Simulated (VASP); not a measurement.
# MoS2 in VASP: further runs

The runs below take MoS2 through single point, with LDA.

Program: VASP 6.6.1. These are calculated values, not measurements. Logs are shortened: lines on timing, memory, paths and dates and some standing lists are left out, and cuts for length are marked.

## Step 1: The structure

The cell holds a sheet with vacuum, 6 atoms: a = 3.121 Å, b = 3.121 Å, c = 24.320 Å, α = 90.00°, β = 90.00°, γ = 120.00°.

The cell was built by a generator and needn't be a form met in nature.

## Step 2: Single point, LDA

INCAR

```
SYSTEM = MoS2
PREC = Accurate
ENCUT = 520
EDIFF = 1E-7
ISMEAR = 0
SIGMA = 0.01
LREAL = .False.
LASPH = .True.
NELM = 100
ALGO = Fast
ISIF = 2
LWAVE = .False.
LCHARG = .False.
GGA = CA
NBANDS = 35
```

KPOINTS

```
regular mesh
0
Gamma
  8 8 1
  0 0 0
```

POSCAR

```
MoS2
1.0
    3.1210826745      0.0000000000      0.0000000000
   -1.5605413372      2.7029368834      0.0000000000
    0.0000000000      0.0000000000     24.3200000000
S Mo
4 2
Direct
    0.3333333333      0.6666666667      0.3121673620
    0.3333333333      0.6666666667      0.4399211542
    0.6666666667      0.3333333333      0.5600788458
    0.6666666667      0.3333333333      0.6878326380
    0.6666666667      0.3333333333      0.3759825515
    0.3333333333      0.6666666667      0.6240174485
```

Potentials or basis: VASP PAW LDA potentials, release 64 (S, Mo_sv).

The run is started by

```
$ cat potpaw_LDA.64/S/POTCAR potpaw_LDA.64/Mo_sv/POTCAR > POTCAR
$ mpirun -np 1 vasp_std > vasp.out
```

OUTCAR:

```text
SYSTEM = MoS2
   PREC = Accurate
   ENCUT = 520
   EDIFF = 1E-7
   ISMEAR = 0
   LREAL = .False.
   LASPH = .True.
   NELM = 100
   ISIF = 2
   GGA = CA

 ion  position               nearest neighbor table
   1  0.333  0.667  0.312-   5 2.38   5 2.38   5 2.38
   2  0.333  0.667  0.440-   5 2.38   5 2.38   5 2.38
   3  0.667  0.333  0.560-   6 2.38   6 2.38   6 2.38
   4  0.667  0.333  0.688-   6 2.38   6 2.38   6 2.38
   5  0.667  0.333  0.376-   1 2.38   1 2.38   1 2.38   2 2.38   2 2.38   2 2.38
   6  0.333  0.667  0.624-   4 2.38   4 2.38   4 2.38   3 2.38   3 2.38   3 2.38

  LATTYP: Found a hexagonal cell.
 ALAT       =     3.1210826745
 C/A-ratio  =     7.7921678265

  Lattice vectors:

 A1 = (   3.1210826745,   0.0000000000,   0.0000000000)
 A2 = (  -1.5605413372,   2.7029368834,   0.0000000000)
 A3 = (   0.0000000000,   0.0000000000,  24.3200000000)

Analysis of symmetry for initial positions (statically):
=====================================================================
 Subroutine PRICEL returns:
 Original cell was already a primitive cell.

 Routine SETGRP: Setting up the symmetry group for a
 hexagonal supercell.

 Subroutine GETGRP returns: Found 12 space group operations
 (whereof 12 operations were pure point group operations)
 out of a pool of 24 trial point group operations.

The static configuration has the point symmetry D_3d.

Analysis of symmetry for dynamics (positions and initial velocities):
=====================================================================
 Subroutine PRICEL returns:
 Original cell was already a primitive cell.

 Routine SETGRP: Setting up the symmetry group for a
 hexagonal supercell.

 Subroutine GETGRP returns: Found 12 space group operations
 (whereof 12 operations were pure point group operations)
 out of a pool of 24 trial point group operations.

The dynamic configuration has the point symmetry D_3d.

 Subroutine INISYM returns: Found 12 space group operations
 (whereof 12 operations are pure point group operations),
 and found     1 'primitive' translations

----------------------------------------------------------------------------------------

                                     Primitive cell

  volume of cell :     205.1657

  direct lattice vectors                    reciprocal lattice vectors
     3.121082675  0.000000000  0.000000000     0.320401638  0.184983972  0.000000000
    -1.560541337  2.702936883  0.000000000     0.000000000  0.369967943  0.000000000
     0.000000000  0.000000000 24.320000000     0.000000000  0.000000000  0.041118421

  length of vectors
     3.121082675  3.121082674 24.320000000     0.369967943  0.369967943  0.041118421

  position of ions in fractional coordinates (direct lattice)
     0.333333333  0.666666667  0.312167362
     0.333333333  0.666666667  0.439921154
     0.666666667  0.333333333  0.560078846
     0.666666667  0.333333333  0.687832638
     0.666666667  0.333333333  0.375982552
     0.333333333  0.666666667  0.624017448

  ion indices of the primitive-cell ions
   primitive index   ion index
                 1           1
                 2           2
                 3           3
                 4           4
                 5           5
                 6           6

----------------------------------------------------------------------------------------

 KPOINTS: regular mesh

Automatic generation of k-mesh.
 Grid dimensions read from file:
 generate k-points for:    8    8    1

 Generating k-lattice:

  Cartesian coordinates                     Fractional coordinates (reciprocal lattice)
     0.040050205  0.023122996  0.000000000     0.125000000  0.000000000  0.000000000
     0.000000000  0.046245993  0.000000000     0.000000000  0.125000000  0.000000000
     0.000000000  0.000000000  0.041118421     0.000000000  0.000000000  1.000000000

  Length of vectors
     0.046245993  0.046245993  0.041118421

  Shift w.r.t. Gamma in fractional coordinates (k-lattice)
     0.000000000  0.000000000  0.000000000

 Subroutine IBZKPT returns following result:
 ===========================================

 Found     10 irreducible k-points:

 Following reciprocal coordinates:
            Coordinates               Weight
  0.000000  0.000000  0.000000      1.000000
  0.125000  0.000000  0.000000      6.000000
  0.250000  0.000000  0.000000      6.000000
  0.375000  0.000000  0.000000      6.000000
  0.500000  0.000000  0.000000      3.000000
  0.125000  0.125000  0.000000      6.000000
  0.250000  0.125000  0.000000     12.000000
  0.375000  0.125000  0.000000     12.000000
  0.250000  0.250000  0.000000      6.000000
  0.375000  0.250000  0.000000      6.000000
   k-points           NKPTS =     10   k-points in BZ     NKDIM =     10   number of bands    NBANDS=     35
   number of dos      NEDOS =    301   number of ions     NIONS =      6
   total plane-waves  NPLWV = 110592
   dimension x,y,z NGX =    24 NGY =   24 NGZ =  192
   dimension x,y,z NGXF=    48 NGYF=   48 NGZF=  384
   ions per type =               4   2
   NGX,Y,Z   is equivalent  to a cutoff of  12.78, 12.78, 13.12 a.u.
   NGXF,Y,Z  is equivalent  to a cutoff of  25.57, 25.57, 26.25 a.u.
 SYSTEM =  MoS2
   PREC   = accura    normal or accurate (medium, high low for compatibility)
   ISTART =      0    job   : 0-new  1-cont  2-samecut
   ICHARG =      2    charge: 1-file 2-atom 10-const
   ISPIN  =      1    spin polarized calculation?
   LNONCOLLINEAR =      F non collinear calculations
   LSORBIT =      F    spin-orbit coupling
   LASPH  =      T    aspherical Exc in radial PAW
   ENCUT  =  520.0 eV  38.22 Ry    6.18 a.u.   5.80  5.80 45.22*2*pi/ulx,y,z
   NELM   =    100;   NELMIN=  2; NELMDL= -5     # of ELM steps
   EDIFF  = 0.1E-06   stopping-criterion for ELM
   LREAL  =      F    real-space projection
   EDIFFG = 0.1E-05   stopping-criterion for IOM
   NSW    =      0    number of steps for IOM
   IBRION =     -1    ionic relax: 0-MD 1-quasi-New 2-CG
   NFREE  =      0    steps in history (QN), initial steepest desc. (CG)
   ISIF   =      2    stress and relaxation
   ISYM   =      2    0-nonsym 1-usesym 2-fastsym
   POTIM  = 0.5000    time-step for ionic-motion
   TEBEG  =    0.0;   TEEND  =   0.0 temperature during run
   PSTRESS=    0.0 pullay stress
   NELECT =      52.0000    total number of electrons
   NUPDOWN=      -1.0000    fix difference up-down
   EMIN   =  10.00;   EMAX   =-10.00  energy-range for DOS
   EFERMI =   0.00;   METHOD = LEGACY
   ISMEAR =     0;   SIGMA  =   0.01  broadening in eV -4-tet -1-fermi 0-gaus
   EFERMI_NEDOS =   21; number of points for ismear=-14 and -15
   IALGO  =     68    algorithm
   IMIX   =      4    mixing-type and parameters
     AMIX     =   0.40;   BMIX     =  1.00
     AMIX_MAG =   1.60;   BMIX_MAG =  1.00
  volume/ion in A,a.u.               =      34.19       230.75
  Fermi-wavevector in a.u.,A,eV,Ry     =   1.036035  1.957822 14.604061  1.073368
  Thomas-Fermi vector in A             =   2.170406
   LORBIT       =      0    0 simple, 1 ext, 2 COOP (PROOUT), +10 PAW based schemes
   GGA     = CA    functional components
   LHFCALC =     F    Hartree Fock is set to
   AEXX    =    0.0000 exact exchange contribution
   IVDW    =     0    specifies the selected vdW correction
   LEPSILON=     F    determine dielectric tensor
   LRPA    =     F    only Hartree local field effects (RPA)
 non-spin polarized calculation
 RMM-DIIS sequential band-by-band and
 Gauss-broadening in eV      SIGMA  =   0.01
  energy-cutoff  :      520.00
  volume of cell :      205.17
 maximum number of plane-waves:      5548
 NGX is ok and might be reduce to    24
   NGX = 11   NGY = 11   NGZ = 91

 number of electron      51.9999998 magnetization

 Free energy of the ion-electron system (eV)
  ---------------------------------------------------
  ext. energy  EPLUGINS =         0.00000000
  ---------------------------------------------------
  free energy    TOTEN  =       -48.84598119 eV

  energy without entropy =      -48.84598119  energy(sigma->0) =      -48.84598119

 E-fermi :   1.1975     XC(G=0):  -6.0870

 val. band max:        1.0596908012   @ k =   0.0000   0.0000   0.0000
 cond. band min:       2.3475450476   @ k =   0.2500   0.1250   0.0000
 fundamental gap:      1.2878542464
 Fermi energy:         1.1975114393

 k-point     1 :       0.0000    0.0000    0.0000
  band No.  band energies     occupation
      1     -59.8781      2.00000
      2     -59.8781      2.00000
      3     -34.2733      2.00000
      4     -34.2732      2.00000
      5     -33.9790      2.00000
      6     -33.9790      2.00000
[... 27 lines left out ...]
     34       3.8129      0.00000
     35       6.8464      0.00000

 k-point     2 :       0.1250    0.0000    0.0000
  band No.  band energies     occupation
      1     -59.8707      2.00000
      2     -59.8707      2.00000
      3     -34.2593      2.00000
      4     -34.2592      2.00000
      5     -34.0495      2.00000
      6     -34.0495      2.00000
[... 27 lines left out ...]
     34       3.9066      0.00000
     35       6.5888      0.00000

 k-point     3 :       0.2500    0.0000    0.0000
  band No.  band energies     occupation
      1     -59.8529      2.00000
      2     -59.8529      2.00000
      3     -34.2253      2.00000
      4     -34.2253      2.00000
      5     -34.2166      2.00000
      6     -34.2166      2.00000
[... 27 lines left out ...]
     34       4.6295      0.00000
     35       7.3922      0.00000

 k-point     4 :       0.3750    0.0000    0.0000
  band No.  band energies     occupation
      1     -59.8350      2.00000
      2     -59.8350      2.00000
      3     -34.3796      2.00000
      4     -34.3796      2.00000
      5     -34.1912      2.00000
      6     -34.1911      2.00000
[... 27 lines left out ...]
     34       5.0855      0.00000
     35       7.5233      0.00000

 k-point     5 :       0.5000    0.0000    0.0000
  band No.  band energies     occupation
      1     -59.8275      2.00000
      2     -59.8275      2.00000
      3     -34.4460      2.00000
      4     -34.4460      2.00000
      5     -34.1769      2.00000
      6     -34.1769      2.00000
[... 27 lines left out ...]
     34       5.2166      0.00000
     35       6.6951      0.00000

 k-point     6 :       0.1250    0.1250    0.0000
  band No.  band energies     occupation
      1     -59.8581      2.00000
      2     -59.8581      2.00000
      3     -34.2353      2.00000
      4     -34.2353      2.00000
      5     -34.1604      2.00000
      6     -34.1604      2.00000
[... 27 lines left out ...]
     34       4.6283      0.00000
     35       7.1446      0.00000

 k-point     7 :       0.2500    0.1250    0.0000
  band No.  band energies     occupation
      1     -59.8402      2.00000
      2     -59.8402      2.00000
      3     -34.3082      2.00000
      4     -34.3082      2.00000
      5     -34.2012      2.00000
      6     -34.2012      2.00000
[... 27 lines left out ...]
     34       5.2518      0.00000
     35       8.1717      0.00000

 k-point     8 :       0.3750    0.1250    0.0000
  band No.  band energies     occupation
      1     -59.8275      2.00000
      2     -59.8275      2.00000
      3     -34.4100      2.00000
      4     -34.4100      2.00000
      5     -34.1770      2.00000
      6     -34.1770      2.00000
[... 27 lines left out ...]
     34       5.2564      0.00000
     35       7.2285      0.00000

 k-point     9 :       0.2500    0.2500    0.0000
  band No.  band energies     occupation
      1     -59.8275      2.00000
      2     -59.8275      2.00000
      3     -34.3603      2.00000
      4     -34.3603      2.00000
      5     -34.1770      2.00000
      6     -34.1770      2.00000
[... 27 lines left out ...]
     34       5.6334      0.00000
     35       8.2170      0.00000

 k-point    10 :       0.3750    0.2500    0.0000
  band No.  band energies     occupation
      1     -59.8222      2.00000
      2     -59.8222      2.00000
      3     -34.3658      2.00000
      4     -34.3658      2.00000
      5     -34.2299      2.00000
      6     -34.2299      2.00000
[... 27 lines left out ...]
     34       5.7180      0.00000
     35       7.4549      0.00000

------------------------ aborting loop because EDIFF is reached ----------------------------------------

  FORCE on cell =-STRESS in cart. coord.  units (eV):
  Direction    XX          YY          ZZ          XY          YZ          ZX
  --------------------------------------------------------------------------------------
  -------------------------------------------------------------------------------------
  Total        0.0962034      0.0962034      0.0627302      0.0000000      0.0000000      0.0000000
  in kB        0.7512700      0.7512700      0.4898721      0.0000000      0.0000000      0.0000000
  external PRESSURE =       0.6641374 kB  Pullay stress =       0.0000000 kB

 VOLUME and BASIS-vectors are now :
 -----------------------------------------------------------------------------
  energy-cutoff  :      520.00
  volume of cell :      205.17
      direct lattice vectors                 reciprocal lattice vectors
     3.121082675  0.000000000  0.000000000     0.320401638  0.184983972  0.000000000
    -1.560541337  2.702936883  0.000000000     0.000000000  0.369967943  0.000000000
     0.000000000  0.000000000 24.320000000     0.000000000  0.000000000  0.041118421

 POSITION                                       TOTAL-FORCE (eV/Angst)
 -----------------------------------------------------------------------------------
     -0.00000      1.80196      7.59191        -0.000000     -0.000000     -0.017022
     -0.00000      1.80196     10.69888         0.000000      0.000000      0.016044
      1.56054      0.90098     13.62112         0.000000     -0.000000     -0.016044
      1.56054      0.90098     16.72809         0.000000      0.000000      0.017022
      1.56054      0.90098      9.14390        -0.000000      0.000000     -0.000538
     -0.00000      1.80196     15.17610        -0.000000     -0.000000      0.000538
 -----------------------------------------------------------------------------------
    total drift:                                0.000000     -0.000000     -0.000000

  FREE ENERGIE OF THE ION-ELECTRON SYSTEM (eV)
  ---------------------------------------------------
  free  energy   TOTEN  =       -48.8459811917 eV

  energy  without entropy=      -48.8459811917  energy(sigma->0) =      -48.84598119
```

Run time: 90 s. Hardware: 1 thread of Intel Xeon Platinum 8488C (Sapphire Rapids), shared host; peak memory 0.26 GiB.

Results:

```
Free energy            : -48.8460 eV
Largest force          : 0.017 eV/Å
Band gap on the k mesh : 1.29 eV, indirect (least direct gap 2.12 eV)
```

Forces on the atoms (eV/Å):
```
S    0.000  0.000 -0.017
S    0.000  0.000  0.016
S    0.000  0.000 -0.016
S    0.000  0.000  0.017
Mo   0.000  0.000 -0.001
Mo   0.000  0.000  0.001
```

Expect the measured gap to be larger: semilocal functionals such as LDA lack the derivative discontinuity.

[end of part 1 of 2]
